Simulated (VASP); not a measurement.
# Which phase of SiO2 is lowest?, part 2 of 2

Which of 5 structures of SiO2 is lowest in energy, and does the functional change the order? Phases are named by their space groups; of mirror-image pairs one is listed. The structure below is that of the P6_222 phase.

VASP 6.6.1, plane waves and PAW; the level of theory is named at each step.

So far. Step 3 (Energy at another level, r2SCAN): The run ends at a pressure of 0.32 GPa, with forces up to 0.024 eV/Å. Step 4 (Energy at another level, r2SCAN+rVV10): The run ends at a pressure of -0.25 GPa, with forces up to 3.6e-4 eV/Å.

The database entry behind the starting cell lists a temperature of 869 K, so it need not match the best structure at ambient conditions.

## 5. Dielectric response, LDA

Linear response on the relaxed cell.

Level: LDA; plane waves and PAW (Si, O).

File INCAR:

```
SYSTEM = SiO2
PREC = Accurate
ENCUT = 520
EDIFF = 1E-08
NELM = 120
ISMEAR = 0
SIGMA = 0.02
LREAL = .FALSE.
ALGO = Normal
GGA = CA
NBANDS = 33
LWAVE = .FALSE.
LCHARG = .FALSE.
KPAR = 4
LEPSILON = .TRUE.
IBRION = 8
NSW = 1
```

File POSCAR:

```
SiO2
1.0
    5.0436898939      0.0000000001      0.0000000000
   -2.5218449418      4.3679635803      0.0000000000
    0.0000000000      0.0000000000      5.5329525599
Si O
3 6
Direct
    0.5000000000      0.0000000000      0.0000000000
    0.5000000000      0.5000000000      0.3333333330
    0.0000000000      0.5000000000      0.6666666670
    0.4160991818      0.2080495909      0.1666666670
    0.2080495909      0.4160991818      0.5000000000
    0.7919504091      0.2080495909      0.8333333330
    0.5839008182      0.7919504091      0.1666666670
    0.7919504091      0.5839008182      0.5000000000
    0.2080495909      0.7919504091      0.8333333330
```

File KPOINTS:

```
Automatic mesh
0
Gamma
5 5 4
0 0 0
```

The projector-augmented-wave data sets are Si and O (LDA family, release 64).

On the command line:

```console
$ mpirun -np 4 vasp_std
```

The log of the run:

```text
[... set-up lines as in an earlier step ...]
 entering main loop
       N       E                     dE             d eps       ncg     rms          rms(c)
DAV:   1     0.281049267299E+03    0.28105E+03   -0.24999E+04   990   0.134E+03
DAV:   2    -0.685782908457E+02   -0.34963E+03   -0.33871E+03  1303   0.307E+02
DAV:   3    -0.879659366275E+02   -0.19388E+02   -0.19313E+02  1260   0.777E+01
DAV:   4    -0.881842564775E+02   -0.21832E+00   -0.21810E+00  1244   0.928E+00
[...]
DAV:  13    -0.778114210771E+02   -0.16661E-06   -0.46851E-06  1252   0.117E-02    0.342E-03
DAV:  14    -0.778114211469E+02   -0.69840E-07   -0.11339E-07  1203   0.193E-03    0.954E-04
DAV:  15    -0.778114211511E+02   -0.42146E-08   -0.34404E-08  1204   0.943E-04
   1 F= -.77811421E+02 E0= -.77811421E+02  d E =-.849825E-38
 Linear response reoptimize wavefunctions to high precision
DAV:   1    -0.778114211500E+02    0.11278E-08   -0.65392E-09   850   0.459E-04
DAV:   2    -0.778114211502E+02   -0.15280E-09   -0.56277E-10   804   0.142E-04
[...]
RMM:  15    -0.366905840093E+00   -0.49284E-08    0.12857E-08  7216   0.479E-04    0.634E-07
 first order change of Fermi-energy  -0.78395E+00
 force on displaced ion       4 direction 1 : -16.563  15.065  14.057
 Born effective charge ion    4 direction 1 :  -1.365   0.551   0.437
 Linear response progress:
  Degree of freedom:   5/  5
       N       E                     dE             d eps       ncg     rms          rms(c)
RMM:   1    -0.374608880510E+00   -0.37461E+00    0.34334E-01  6453   0.311E+00
RMM:   2    -0.367901957219E+00    0.67069E-02   -0.94642E-03  5618   0.475E-01    0.296E-01
RMM:   3    -0.368404520604E+00   -0.50256E-03   -0.20158E-03  5433   0.209E-01    0.160E-01
RMM:   4    -0.370325933915E+00   -0.19214E-02   -0.24279E-03  6159   0.190E-01    0.459E-02
[...]
RMM:  27    -0.370210892670E+00   -0.24472E-08   -0.17110E-07  8381   0.389E-04    0.105E-07
RMM:  28    -0.370210890913E+00    0.17569E-08   -0.22320E-07  8437   0.389E-04    0.109E-07
RMM:  29    -0.370210890485E+00    0.42836E-09   -0.15703E-07  8498   0.389E-04    0.855E-08
 first order change of Fermi-energy   0.99382E-01
 force on displaced ion       4 direction 3 :  14.054 -24.343 -25.588
 Born effective charge ion    4 direction 3 :   0.437  -0.756  -1.726
 Born effective charges drift removed
 Linear response finished
```

The job ended after 6 min (4 MPI ranks of Intel Xeon 6975P-C (Granite Rapids), shared host; peak memory 2.2 GiB; 24 min of CPU time).

OUTCAR, selected parts (step 5):

```text
  Total        0.0553515      0.0553515      0.0541429      0.0000000     -0.0000000      0.0000000
  in kB        0.7275386      0.7275386      0.7116519      0.0000000     -0.0000000      0.0000000
  external PRESSURE =       0.7222430 kB  Pullay stress =       0.0000000 kB

 POSITION                                       TOTAL-FORCE (eV/Angst)
 -----------------------------------------------------------------------------------
      2.52184      0.00000      0.00000         0.000000     -0.000000      0.000000
      1.26092      2.18398      1.84432         0.000000     -0.000000     -0.000000
     -1.26092      2.18398      3.68864         0.000000     -0.000000      0.000000
      1.57401      0.90875      0.92216        -0.002547     -0.001470     -0.000000
      0.00000      1.81751      2.76648        -0.000000     -0.002941     -0.000000
      3.46968      0.90875      4.61079         0.002547     -0.001470      0.000000
      0.94784      3.45921      0.92216         0.002547      0.001470     -0.000000
      2.52184      2.55046      2.76648         0.000000      0.002941      0.000000
     -0.94784      3.45921      4.61079        -0.002547      0.001470      0.000000
 -----------------------------------------------------------------------------------
    total drift:                               -0.000000      0.000000      0.000007

 MACROSCOPIC STATIC DIELECTRIC TENSOR (including local field effects in DFT)
 ------------------------------------------------------
           2.364598     0.000000     0.000000
           0.000000     2.364598     0.000000
           0.000000     0.000000     2.385729
 ------------------------------------------------------

 MACROSCOPIC STATIC DIELECTRIC TENSOR IONIC CONTRIBUTION
 ------------------------------------------------------
           2.096477     0.000000     0.000000
           0.000000     2.096477    -0.000000
          -0.000000    -0.000000     2.246315
 ------------------------------------------------------

[... 1 part as in an earlier step ...]

[... 1 further part left out ...]
```

Numbers from this step:

| Property | Result |
| --- | --- |
| ε∞, diagonal | 2.36, 2.36, 2.39 |

## 6. The whole series

LASPH is off in runs at LDA and on in runs at HSE06 and r2SCAN.

Notes on database entries: that of P6_222 SiO2 lists a temperature of 869 K.

Hybrid runs start from orbitals of a short LDA run, not shown.

Runs beyond LDA use the data sets made with LDA; this shifts their levels slightly, and their total energies have another zero.

The other members went through these steps as far as the tables show, with one cutoff; 50 runs are not shown, of which 3 ended short or failed. The session took 6.1 core hours (wall time by ranks) on a shared machine.

Energies from the P4_2/mnm phase; other levels are single points on the cells relaxed at LDA; gaps on the mesh.

| phase | atoms | space group at the start | space group relaxed | volume (Å³/f.u.) | energy, LDA (meV/f.u.) | energy, r2SCAN (meV/f.u.) | energy, r2SCAN+rVV10 (meV/f.u.) |
| --- | --- | --- | --- | --- | --- | --- | --- |
| P4_2/mnm | 6 | 136 | 136 | 23.0 | 0.0 | 0.0 | 0.0 |
| P3_121 | 9 | 152 | 152 | 36.8 | 15.7 | -444.4 | -292.0 |
| P6_222 | 9 | 180 | 180 | 40.6 | 48.1 | -426.3 | -245.3 |
| P4_12_12 | 12 | 92 | 92 | 43.2 | 48.3 | -431.8 | -236.5 |
| Pbcn | 12 | 60 | 60 | 22.6 | 149.6 | 175.2 | 167.6 |

```csv
phase,"gap, LDA (eV)","gap, r2SCAN (eV)","gap, r2SCAN+rVV10 (eV)","gap, HSE06 (eV)",ε∞ (mean),static ε (mean),lowest optical mode (cm⁻¹)
P4_2/mnm,5.75,6.71,6.69,7.87,3.42,10.14,219.46
P3_121,5.80,6.71,6.61,7.91,2.52,4.71,129.13
P6_222,5.47,6.33,6.20,,2.37,,-75.31
P4_12_12,5.50,6.36,6.23,7.55,2.28,4.04,31.92
Pbcn,6.04,6.98,6.96,,3.48,10.46,353.12
```

A blank entry does not apply, was not run or did not finish.

## 7. What came out

* lowest at LDA: P4_2/mnm, 15.7 meV/f.u. under P3_121
* lowest at r2SCAN: P3_121, 12.6 meV/f.u. under P4_12_12
* lowest at r2SCAN+rVV10: P3_121, 46.7 meV/f.u. under P6_222

What this shows: The levels disagree on the lowest phase: P3_121 and P4_2/mnm. P6_222 has an imaginary mode at the zone centre, so no static dielectric constant is given there. Meshes were set by a spacing in reciprocal space, rounded up for each cell and run, and were not tested; margins of about 10 meV per atom that involve metallic or gapless phases need denser ones. Dielectric columns are linear response at the first level, on meshes of their own. Gaps are read on meshes, which differ between HSE06 and the other levels; a mesh can miss an edge by tenths of an eV or hide bands that touch, as in a semimetal. Only the first level is at its own zero pressure; the others are single points under whatever pressure they find in these cells, which can shift small differences. Vibrations, surfaces and strain are left out.

[Lines on the potential files, build, host, timing and source positions are cut from VASP's logs without a mark.]

[Logs are printed without paths, hosts, clocks, repeated set-up lines and the standing remarks that a program may print on its own settings, such as how far it seeks lower states.]

[Hosts, paths, dates, database ids (printed as entryN), source tags and the programs' standing remarks are cut or masked in the printed files.]
